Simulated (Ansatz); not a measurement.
# Ag (Fm-3m) in Ansatz: reference runs

How does Ag come out in PBE? The cell is run as given and disturbed.

All numbers are computed with Ansatz 0.2.0; they aren't measurements. Logs are shortened: lines on timing, memory, paths and dates and some standing lists are left out, and cuts for length are marked.

### 1 Starting point

It takes space group Fm-3m (No. 225, cubic). The conventional cell has a = 4.085 Å, b = 4.085 Å, c = 4.085 Å, α = 90.00°, β = 90.00°, γ = 90.00°. Ag (site symmetry m-3m) is surrounded by 12 Ag at 2.89 Å.

### 2 Single point, PBE

input.yaml reads:

```yaml
crystal:
  lattice:
    - [0.0, 2.04275, 2.04275]
    - [2.04275, 0.0, 2.04275]
    - [2.04275, 2.04275, 0.0]
  atoms:
    - { symbol: Ag, position: [0.0, 0.0, 0.0] }
kpoints:
  mp_grid: { grid: [11, 11, 11] }
scf:
  occupations: { method: fermi_dirac, width: 0.05 }
hamiltonian:
  xc: pbe
  pseudopotentials: { kind: all_electron, lapw: { basis_error: 0.001 } }
output:
  forces: true
  stress: true
  eigenvalues: true
  populations: true
```

Potentials or basis: all-electron LAPW, scalar-relativistic.

Command:

```sh
$ ansatz run input.yaml --threads 1 --pin off --max-ram 2560MiB --backend cpu --events-out ev --progress --plain --runs-dir out
```

The log of the run:

```text
Warning: RAYON_NUM_THREADS=1 ignored (pool sized by the plan → 1); use --threads N
Ag: projections on atomic orbitals take those of the free atom 1s2 2s2 2p6 3s2 3p6 3d10 4s2 4p6 4d10 5s1, of charge +0.00 (hamiltonian.pseudopotentials.projection_atoms)
LAPW: plane waves up to 7.943 Å⁻¹, error target 1.0e-3 eV per atom; small_component_spin mean_spin; Ag in spheres of 1.444 Å, 19 of its electrons in bands, Dirac shells [] (how accurate: hamiltonian.pseudopotentials.lapw.basis_error, Limitations)
Engine: ansatz 0.2.0, x86_64-unknown-linux-gnu
Pseudopotentials: kind: all_electron
Pseudopotential: Ag, LAPW, valence charge 19, lapw/all_electron/scalar/gaussian/Ag, Koelling and Harmon's equation, gaussian nucleus
Functional definition: PBE
  parameter kappa = 0.804
  parameter beta = 0.06672455060314922
  exchange = pbe_x(kappa = kappa, mu = beta*pi^2/3)
  correlation = pbe_c(beta = beta)
Crystal: 1 atoms, lattice volume = 17.048 Å³
Basis set: ecut = 240.3564010774732 eV, 137 PW (Γ), exchange–correlation at level 2
Bands: 14, of which v1, the nominal top of the filled ones, is band 10 counted from 1 (9 counted from 0)
Symmetry: 48 space group operations
Space group: Fm-3m (ITA 225), of the structure as read, at distance tolerance 2.6e-5 Å
k-points: 56 of 1331
Non-local potential: Ag, projectors of the file, none
Initial density: superposition of atomic densities (chi_scale 0.1, normalization cell)
Initial wavefunctions: plane waves of lowest kinetic energy (no species holds an atomic orbital)
Functional: x = pbe(κ = 0.804, μ = 0.2195149727645171), c = pbe(β = 0.06672455060314922)
iter 1 solved again at ethr=2.08e-4 eV; its pass at ethr=1.00e-1 eV (dr2=3.95e-2 eV) is discarded
SCF iter   1: F=—  HF=-144656.535487 eV  |F-HF|=—  |Δ(HF+E_count)|=         —  Δρ=1.98e-2  dr2=3.98e-2  ethr=2.08e-4  ⟨swp⟩=3.0  Hψ=5827  notcnv=0
preconditioner: auto → none  [insulator: Δε(μ)=0.160 eV  Ē_g=15.707 eV  σ=0.050 eV  W_gap=0.66  n_scr=8 (ndim 8)  ℏωp=29.8 eV  f_vac=0.000  D(μ)=0.24/eV (n_scr^D=0)  ε∞_Penn≈4.6]
iter 2 solved again at ethr=7.32e-7 eV; its pass at ethr=2.08e-4 eV (dr2=1.39e-4 eV) is discarded
SCF iter   2: F=—  HF=-144656.349322 eV  |F-HF|=—  |Δ(HF+E_count)|=   1.86e-1  Δρ=9.77e-4  dr2=1.40e-4  ethr=7.32e-7  ⟨swp⟩=2.8  Hψ=4150  notcnv=0
SCF iter   3: F=—  HF=-144656.294662 eV  |F-HF|=—  |Δ(HF+E_count)|=   5.47e-2  Δρ=3.38e-3  dr2=1.07e-3  ethr=7.32e-7  ⟨swp⟩=3.0  Hψ=2514  notcnv=0
SCF iter   4: F=—  HF=-144656.293434 eV  |F-HF|=—  |Δ(HF+E_count)|=   1.23e-3  Δρ=5.17e-4  dr2=2.32e-5  ethr=7.32e-7  ⟨swp⟩=2.8  Hψ=2226  notcnv=0
SCF iter   5: F=—  HF=-144656.293457 eV  |F-HF|=—  |Δ(HF+E_count)|=   2.25e-5  Δρ=3.01e-5  dr2=1.06e-7  ethr=1.22e-7  ⟨swp⟩=2.0  Hψ=2110  notcnv=0
SCF iter   6: F=-144656.293457 eV  HF=-144656.293457 eV  |F-HF|=1.16e-10  |Δ(HF+E_count)|=   5.80e-7  Δρ=4.72e-6  dr2=1.85e-9  ethr=5.57e-10  ⟨swp⟩=3.0  Hψ=2215  notcnv=0
SCF 1 converged in 6 iterations: F = -144656.293457 eV  dr2 = 1.85e-9
SCF converged after 6 iterations
Free energy (F): -144656.293457 eV
Harris-Foulkes:  -144656.293457 eV  (|F-HF|=1.16e-10)
Internal energy: -144656.290720 eV  (E = F + TS)
E sigma→0 (E₀):  -144656.292089 eV
Entropy (-TS):   -0.002737 eV (-2.737 meV/atom)
Fermi energy:    19.050702 eV
--- Per-component energies (eV) ---
  E_band       = -206.854995
  E_kinetic    = 151248.983666
  E_xc         = -4066.805440
  E_electrostatic = -291838.468946  (all electrons and nuclei)
  E_smearing   = -0.002737  (= −TS)
  E_closure    = 0.000000  (closes the sum)
  E_atoms      = -144653.584547  (free atoms, spherical and without spin; not in F)
  Σ components = -144656.293457   (vs F -144656.293457, Δ=0.00e0)
  Basis errors (estimates in eV, not in F): energy 1.8e-4 per atom: plane waves 1.7e-4 (1.2e-4 summed), levels above the bands 1.3e-148, relativity 5.4e-8, radial functions 6.8e-6, core shells 4.9e-7; eigenvalues (radial functions only) 6.2e-6; not estimated: angular momenta, meshes, grids; target (lapw.basis_error) 1.0e-3; muffin-tin radii Ag 1.444 Å
--- Forces (eV/Å), atoms counted from 1 ---
  atom   1  Ag    -0.00000000     0.00000000     0.00000000
  max |Σ_I F_I| component: 2.63e-31 eV/Å
--- Stress (GPa, compression-positive) ---
        4.397116       0.000000       0.000000
        0.000000       4.397116      -0.000000
        0.000000      -0.000000       4.397116
  P = ⅓ Tr σ = 4.3971 GPa (43.971 kbar)
--- Band table (eV; the first three rows and the last of 56) ---
  k-point 0: bands = ["-73.1763", "-36.5633", "-36.5633", "-36.5633", "11.0225", "14.0116", "14.0116", "14.0116", "15.0498", "15.0498", "34.6828", "38.2662", "38.2662", "38.2662"]
  k-point 1: bands = ["-73.1750", "-36.5764", "-36.5652", "-36.5652", "11.2784", "13.9561", "14.0801", "14.0801", "15.0256", "15.0256", "34.6594", "36.5234", "38.3781", "38.3781"]
  k-point 2: bands = ["-73.1713", "-36.6114", "-36.5705", "-36.5705", "11.9448", "13.9202", "14.2031", "14.2031", "15.0349", "15.0349", "32.5138", "35.5578", "38.5419", "38.5419"]
  k-point 55: bands = ["-73.1535", "-36.6779", "-36.6690", "-36.6236", "13.1239", "13.5364", "13.9580", "15.0704", "15.9964", "24.1596", "24.3443", "26.1258", "28.0165", "39.8335"]
--- Löwdin populations: 1 site ---
  site symbol       q [e]
     0     Ag     46.8727
  spilling = 0.002709 (of n_electrons = 47.000000)
```

Run time: 3 s. Hardware: 1 thread of Intel Xeon 6975P-C (Granite Rapids), shared host; peak memory 0.27 GiB.

Results:

```yaml
Free_energy: -144656.2935 eV
Pressure: 4.4 GPa
Band_gap_on_the_k_mesh: none (metal or under the smearing width)
```

### 3 Single point, PBE (cell strained at random at fixed volume)

input.yaml, as its differences from that of step 2:

```diff
@@ -2,7 +2,7 @@
   lattice:
-    - [0.0, 2.04275, 2.04275]
-    - [2.04275, 0.0, 2.04275]
-    - [2.04275, 2.04275, 0.0]
+    - [-0.006223, 2.038628, 2.0672]
+    - [2.014973, 0.046946, 2.01403]
+    - [2.085595, 2.05608, -0.023676]
   atoms:
-    - { symbol: Ag, position: [0.0, 0.0, 0.0] }
+    - { symbol: Ag, position: [0.002206, 0.028552, -0.010434] }
 kpoints:
```

Potentials or basis: all-electron LAPW, scalar-relativistic.

Command:

```sh
$ ansatz run input.yaml --threads 1 --pin off --max-ram 2560MiB --backend cpu --events-out ev --progress --plain --runs-dir out
```

The log of the run:

```text
Warning: RAYON_NUM_THREADS=1 ignored (pool sized by the plan → 1); use --threads N
Ag: projections on atomic orbitals take those of the free atom 1s2 2s2 2p6 3s2 3p6 3d10 4s2 4p6 4d10 5s1, of charge +0.00 (hamiltonian.pseudopotentials.projection_atoms)
LAPW: plane waves up to 8.107 Å⁻¹, error target 1.0e-3 eV per atom; small_component_spin mean_spin; Ag in spheres of 1.419 Å, 19 of its electrons in bands, Dirac shells [] (how accurate: hamiltonian.pseudopotentials.lapw.basis_error, Limitations)
[... 8 set-up lines as earlier in the session ...]
Crystal: 1 atoms, lattice volume = 17.048 Å³
Basis set: ecut = 250.38483472977387 eV, 165 PW (Γ), FFT grids on a1−a2, a2, −a2+a3, exchange–correlation at level 2
Bands: 14, of which v1, the nominal top of the filled ones, is band 10 counted from 1 (9 counted from 0)
Symmetry: 2 space group operations
Space group: P-1 (ITA 2), of the structure as read, at distance tolerance 2.6e-5 Å
k-points: 666 of 1331
[... 4 set-up lines as earlier in the session ...]
iter 1 solved again at ethr=2.67e-4 eV; its pass at ethr=1.00e-1 eV (dr2=5.08e-2 eV) is discarded
SCF iter   1: F=—  HF=-144656.527081 eV  |F-HF|=—  |Δ(HF+E_count)|=         —  Δρ=2.20e-2  dr2=5.11e-2  ethr=2.67e-4  ⟨swp⟩=3.0  Hψ=68727  notcnv=0
preconditioner: auto → none  [metal: Δε(μ)=0.003 eV  Ē_g=15.713 eV  σ=0.050 eV  W_gap=0.01  n_scr=8 (ndim 8)  ℏωp=29.8 eV  f_vac=0.000  D(μ)=0.25/eV (n_scr^D=0)  sad-step TF]
iter 2 solved again at ethr=1.26e-5 eV; its pass at ethr=2.67e-4 eV (dr2=2.40e-3 eV) is discarded
SCF iter   2: F=—  HF=-144656.332384 eV  |F-HF|=—  |Δ(HF+E_count)|=   1.95e-1  Δρ=3.80e-3  dr2=2.40e-3  ethr=1.26e-5  ⟨swp⟩=2.0  Hψ=46953  notcnv=0
SCF iter   3: F=—  HF=-144656.288121 eV  |F-HF|=—  |Δ(HF+E_count)|=   4.43e-2  Δρ=4.87e-3  dr2=3.00e-3  ethr=1.26e-5  ⟨swp⟩=3.0  Hψ=29782  notcnv=0
SCF iter   4: F=—  HF=-144656.286837 eV  |F-HF|=—  |Δ(HF+E_count)|=   1.28e-3  Δρ=7.41e-4  dr2=7.22e-5  ethr=1.26e-5  ⟨swp⟩=2.0  Hψ=25067  notcnv=0
SCF iter   5: F=—  HF=-144656.286870 eV  |F-HF|=—  |Δ(HF+E_count)|=   3.25e-5  Δρ=3.64e-5  dr2=1.69e-7  ethr=3.80e-7  ⟨swp⟩=2.1  Hψ=25130  notcnv=0
SCF iter   6: F=-144656.286870 eV  HF=-144656.286870 eV  |F-HF|=1.86e-8  |Δ(HF+E_count)|=   4.63e-8  Δρ=5.31e-6  dr2=2.49e-9  ethr=8.89e-10  ⟨swp⟩=3.0  Hψ=27722  notcnv=0
SCF 1 converged in 6 iterations: F = -144656.286870 eV  dr2 = 2.49e-9
SCF converged after 6 iterations
Free energy (F): -144656.286870 eV
Harris-Foulkes:  -144656.286870 eV  (|F-HF|=1.86e-8)
Internal energy: -144656.284373 eV  (E = F + TS)
E sigma→0 (E₀):  -144656.285621 eV
Entropy (-TS):   -0.002497 eV (-2.497 meV/atom)
Fermi energy:    18.978085 eV
--- Per-component energies (eV) ---
  E_band       = -206.802880
  E_kinetic    = 151249.111001
  E_xc         = -4066.828643
  E_electrostatic = -291838.566731  (all electrons and nuclei)
  E_smearing   = -0.002497  (= −TS)
  E_closure    = 0.000000  (closes the sum)
  E_atoms      = -144653.584547  (free atoms, spherical and without spin; not in F)
  Σ components = -144656.286870   (vs F -144656.286870, Δ=0.00e0)
  Basis errors (estimates in eV, not in F): energy 2.2e-4 per atom: plane waves 2.1e-4 (1.1e-4 summed), levels above the bands 4.0e-152, relativity 4.3e-8, radial functions 7.4e-6, core shells 8.0e-7; eigenvalues (radial functions only) 1.3e-5; not estimated: angular momenta, meshes, grids; target (lapw.basis_error) 1.0e-3; muffin-tin radii Ag 1.419 Å
--- Forces (eV/Å), atoms counted from 1 ---
  atom   1  Ag     0.00000000     0.00000000     0.00000000
  max |Σ_I F_I| component: 0.00e0 eV/Å
--- Stress (GPa, compression-positive) ---
        5.022366      -1.839149       1.511343
       -1.839149       4.770255      -0.875280
        1.511343      -0.875280       4.681425
  P = ⅓ Tr σ = 4.8247 GPa (48.247 kbar)
--- Band table (eV; the first three rows and the last of 666) ---
  k-point 0: bands = ["-73.1717", "-36.5608", "-36.5585", "-36.5551", "11.0230", "13.8468", "13.9622", "14.2011", "15.0229", "15.1163", "34.6117", "37.5525", "38.0929", "39.2759"]
  k-point 1: bands = ["-73.1705", "-36.5712", "-36.5616", "-36.5571", "11.2664", "13.8254", "14.0036", "14.2454", "15.0149", "15.1006", "34.3511", "36.2007", "38.2229", "39.2963"]
  k-point 2: bands = ["-73.1672", "-36.6039", "-36.5658", "-36.5618", "11.8963", "13.8450", "14.0744", "14.3297", "15.0656", "15.1177", "31.8859", "35.6385", "38.4885", "39.4064"]
  k-point 665: bands = ["-73.1542", "-36.7169", "-36.5944", "-36.5789", "12.5476", "13.8151", "14.2220", "15.3770", "15.8080", "18.9408", "22.4087", "33.5453", "35.4597", "36.4454"]
--- Löwdin populations: 1 site ---
  site symbol       q [e]
     0     Ag     46.8778
  spilling = 0.002599 (of n_electrons = 47.000000)
```

It took 35 s on 1 thread of Intel Xeon 6975P-C (Granite Rapids), shared host; peak memory 0.71 GiB.

What came out:

```
Free energy            : -144656.2869 eV
Pressure               : 4.8 GPa
Band gap on the k mesh : none (metal or under the smearing width)
```
